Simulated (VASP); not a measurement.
# Na (I4/mmm) in VASP: a series of runs

The runs below take Na through single point, with PBE.

All numbers are computed with VASP 6.6.1; they aren't measurements. Logs are shortened: lines on timing, memory, paths and dates and some standing lists are left out, and cuts for length are marked.

## Step 1: Starting point

It takes space group I4/mmm (No. 139, tetragonal). The conventional cell has a = 3.777 Å, b = 3.777 Å, c = 5.275 Å, α = 90.00°, β = 90.00°, γ = 90.00°. Around Na (site symmetry 4/mmm) lie 12 Na at 3.75 to 3.78 Å.

This isn't the form of Na at room conditions, which is bcc.

## Step 2: Single point, PBE

Input file INCAR:

```
PREC = Accurate
ENCUT = 460
EDIFF = 1E-5
ISMEAR = 1
SIGMA = 0.1
LREAL = F
LASPH = T
NELM = 100
ALGO = Normal
ISIF = 2
LWAVE = F
LCHARG = F
GGA = PE
NBANDS = 10
ADDGRID = F
```

Input file KPOINTS:

```
Automatic mesh
0
Gamma
  5 5 5
```

Input file POSCAR:

```
Na
1.0
   -1.8882910800      1.8882910800      2.6372766800
    1.8882910800     -1.8882910800      2.6372766800
    1.8882910800      1.8882910800     -2.6372766800
Na
1
Direct
    0.0000000000      0.0000000000      0.0000000000
```

Potentials or basis: VASP PAW PBE potentials, release 64 (Na_pv).

Started as:

```bash
cat potpaw_PBE.64/Na_pv/POTCAR > POTCAR
mpirun -np 1 vasp_std > vasp.out
```

OUTCAR:

```text
PREC = Accurate
   ENCUT = 460
   EDIFF = 1E-5
   ISMEAR = 1
   LREAL = F
   LASPH = T
   NELM = 100
   ISIF = 2
   GGA = PE

 Found     18 irreducible k-points:

 Following reciprocal coordinates:
            Coordinates               Weight
  0.000000  0.000000  0.000000      1.000000
  0.200000 -0.000000  0.000000      8.000000
  0.400000 -0.000000  0.000000      8.000000
  0.200000  0.200000  0.000000      8.000000
  0.400000  0.200000  0.000000     16.000000
 -0.400000  0.200000 -0.000000     16.000000
   k-points           NKPTS =     18   k-points in BZ     NKDIM =     18   number of bands    NBANDS=     10
   number of dos      NEDOS =    301   number of ions     NIONS =      1
   total plane-waves  NPLWV =  21952
   dimension x,y,z NGX =    28 NGY =   28 NGZ =   28
   dimension x,y,z NGXF=    56 NGYF=   56 NGZF=   56
   ions per type =               1
   NGX,Y,Z   is equivalent  to a cutoff of  12.40, 12.40, 12.40 a.u.
   NGXF,Y,Z  is equivalent  to a cutoff of  24.80, 24.80, 24.80 a.u.
 SYSTEM =  unknown system
   PREC   = accura    normal or accurate (medium, high low for compatibility)
   ISTART =      0    job   : 0-new  1-cont  2-samecut
   ICHARG =      2    charge: 1-file 2-atom 10-const
   ISPIN  =      1    spin polarized calculation?
   LNONCOLLINEAR =      F non collinear calculations
   LSORBIT =      F    spin-orbit coupling
   LASPH  =      T    aspherical Exc in radial PAW
   ENCUT  =  460.0 eV  33.81 Ry    5.81 a.u.   6.56  6.56  6.56*2*pi/ulx,y,z
   NELM   =    100;   NELMIN=  2; NELMDL= -5     # of ELM steps
   EDIFF  = 0.1E-04   stopping-criterion for ELM
   LREAL  =      F    real-space projection
   EDIFFG = 0.1E-03   stopping-criterion for IOM
   NSW    =      0    number of steps for IOM
   IBRION =     -1    ionic relax: 0-MD 1-quasi-New 2-CG
   NFREE  =      0    steps in history (QN), initial steepest desc. (CG)
   ISIF   =      2    stress and relaxation
   ISYM   =      2    0-nonsym 1-usesym 2-fastsym
   POTIM  = 0.5000    time-step for ionic-motion
   TEBEG  =    0.0;   TEEND  =   0.0 temperature during run
   PSTRESS=    0.0 pullay stress
   NELECT =       7.0000    total number of electrons
   NUPDOWN=      -1.0000    fix difference up-down
   EMIN   =  10.00;   EMAX   =-10.00  energy-range for DOS
   EFERMI =   0.00;   METHOD = LEGACY
   ISMEAR =     1;   SIGMA  =   0.10  broadening in eV -4-tet -1-fermi 0-gaus
   EFERMI_NEDOS =   21; number of points for ismear=-14 and -15
   IALGO  =     38    algorithm
   IMIX   =      4    mixing-type and parameters
     AMIX     =   0.40;   BMIX     =  1.00
     AMIX_MAG =   1.60;   BMIX_MAG =  1.00
  volume/ion in A,a.u.               =      37.61       253.83
  Fermi-wavevector in a.u.,A,eV,Ry     =   0.934666  1.766262 11.886050  0.873600
  Thomas-Fermi vector in A             =   2.061494
   LORBIT       =      0    0 simple, 1 ext, 2 COOP (PROOUT), +10 PAW based schemes
   GGA     = PE    functional components
   LHFCALC =     F    Hartree Fock is set to
   AEXX    =    0.0000 exact exchange contribution
   IVDW    =     0    specifies the selected vdW correction
   LEPSILON=     F    determine dielectric tensor
   LRPA    =     F    only Hartree local field effects (RPA)
 non-spin polarized calculation
 Methfessel and Paxton  Order N= 1 SIGMA  =   0.10
  energy-cutoff  :      460.00
  volume of cell :       37.61
 maximum number of plane-waves:       869
 NGX is ok and might be reduce to    28
   NGX = 13   NGY = 13   NGZ = 13

 number of electron       6.9999993 magnetization

 Free energy of the ion-electron system (eV)
  ---------------------------------------------------
  ext. energy  EPLUGINS =         0.00000000
  ---------------------------------------------------
  free energy    TOTEN  =        -1.35513450 eV

  energy without entropy =       -1.35436229  energy(sigma->0) =       -1.35487709

 E-fermi :   0.4569     XC(G=0):  -6.4643

 val. band max:        0.4189982044   @ k =  -0.4000   0.4000   0.0000
 cond. band min:       0.5023659958   @ k =  -0.4000  -0.4000   0.4000
 fundamental gap:      0.0833677914
 Fermi energy:         0.4569476919

 k-point     1 :       0.0000    0.0000    0.0000
  band No.  band energies     occupation
      1     -24.6213      2.00000
      2     -24.6206      2.00000
      3     -24.6206      2.00000
      4      -2.9618      2.00000
      5      11.2794      0.00000
      6      11.2795      0.00000
      7      11.3215      0.00000
      8      12.3819      0.00000
      9      12.8243      0.00000
     10      12.8243      0.00000

 k-point     2 :       0.2000   -0.0000    0.0000
  band No.  band energies     occupation
      1     -24.6322      2.00000
      2     -24.6225      2.00000
      3     -24.6223      2.00000
      4      -2.3057      2.00000
      5       6.8881      0.00000
      6      10.5345      0.00000
      7      10.6162      0.00000
      8      11.8208      0.00000
      9      13.3606      0.00000
     10      13.5975      0.00000

 k-point     3 :       0.4000   -0.0000    0.0000
  band No.  band energies     occupation
      1     -24.6507      2.00000
      2     -24.6250      2.00000
      3     -24.6249      2.00000
      4      -0.3859      2.00000
      5       2.7386      0.00000
      6      10.2268      0.00000
      7      10.3728      0.00000
      8      11.3820      0.00000
      9      11.5617      0.00000
     10      11.7880      0.00000

 k-point     4 :       0.2000    0.2000    0.0000
  band No.  band energies     occupation
      1     -24.6412      2.00000
      2     -24.6297      2.00000
      3     -24.6237      2.00000
      4      -1.2230      2.00000
      5       5.5031      0.00000
      6       6.4269      0.00000
      7      10.6644      0.00000
      8      11.6162      0.00000
      9      12.9746      0.00000
     10      14.1865      0.00000

 k-point     5 :       0.4000    0.2000    0.0000
  band No.  band energies     occupation
      1     -24.6495      2.00000
      2     -24.6335      2.00000
      3     -24.6270      2.00000
      4       1.0515     -0.00000
      5       2.1292     -0.00000
      6       6.1655      0.00000
      7       9.0189      0.00000
      8       9.8428      0.00000
      9      13.7608      0.00000
     10      14.8612      0.00000

 k-point     6 :      -0.4000    0.2000   -0.0000
  band No.  band energies     occupation
      1     -24.6449      2.00000
      2     -24.6293      2.00000
      3     -24.6277      2.00000
      4      -0.6091      2.00000
      5       4.5278      0.00000
      6       7.3761      0.00000
      7       8.4740      0.00000
      8       9.2505      0.00000
      9      13.0283      0.00000
     10      15.0865      0.00000

 [... further k-points ...]

------------------------ aborting loop because EDIFF is reached ----------------------------------------

  FORCE on cell =-STRESS in cart. coord.  units (eV):
  Direction    XX          YY          ZZ          XY          YZ          ZX
  --------------------------------------------------------------------------------------
  -------------------------------------------------------------------------------------
  Total       -0.0405266     -0.0405266     -0.1418981      0.0000000     -0.0000000      0.0000000
  in kB       -1.7262259     -1.7262259     -6.0441282      0.0000000     -0.0000000      0.0000000
  external PRESSURE =      -3.1655266 kB  Pullay stress =       0.0000000 kB

 VOLUME and BASIS-vectors are now :
 -----------------------------------------------------------------------------
  energy-cutoff  :      460.00
  volume of cell :       37.61
      direct lattice vectors                 reciprocal lattice vectors
    -1.888291080  1.888291080  2.637276680     0.000000000  0.264789685  0.189589512
     1.888291080 -1.888291080  2.637276680     0.264789685  0.000000000  0.189589512
     1.888291080  1.888291080 -2.637276680     0.264789685  0.264789685  0.000000000

 POSITION                                       TOTAL-FORCE (eV/Angst)
 -----------------------------------------------------------------------------------
      0.00000      0.00000      0.00000         0.000000      0.000000     -0.000000
 -----------------------------------------------------------------------------------
    total drift:                               -0.000000      0.000000      0.000000

  FREE ENERGIE OF THE ION-ELECTRON SYSTEM (eV)
  ---------------------------------------------------
  free  energy   TOTEN  =        -1.3551344980 eV

  energy  without entropy=       -1.3543622863  energy(sigma->0) =       -1.35487709
```

Wall time 2.4 s (1 thread of AMD EPYC 9R45 (Zen 5), shared host); peak memory 0.11 GiB.

These settings aren't checked as converged: the numbers below hold their error.

What came out:

| Item | Value |
| --- | --- |
| Free energy | -1.3551 eV |
| Pressure | -0.3 GPa |
| Band gap on the k mesh | none (metal or under the smearing width) |

Caveat: the k mesh is coarse (spacing up to 0.47 Å⁻¹), so the values aren't converged.

## Step 3: Single point, PBE

Edit INCAR of step 2 so:

```diff
@@ -2,3 +2,3 @@
 ENCUT = 460
-EDIFF = 1E-5
+EDIFF = 1E-6
 ISMEAR = 1
@@ -14,2 +14,2 @@
 NBANDS = 10
-ADDGRID = F
+ADDGRID = T
```

KPOINTS is that of step 2.

POSCAR is that of step 2.

Potentials or basis: VASP PAW PBE potentials, release 64 (Na_pv).

Started as:

```bash
cat potpaw_PBE.64/Na_pv/POTCAR > POTCAR
mpirun -np 1 vasp_std > vasp.out
```

It took 3.3 s on 1 thread of AMD EPYC 9R45 (Zen 5), shared host; peak memory 0.16 GiB.

The run converged, but some of its settings lie outside the range that counts as converged, so its numbers aren't taken as properties of the crystal.

Results:

```
Free energy            : -1.3551 eV
Pressure               : -0.3 GPa
Band gap on the k mesh : none (metal or under the smearing width)
```

Caveat: the k mesh is coarse (spacing up to 0.47 Å⁻¹), so the values aren't converged.
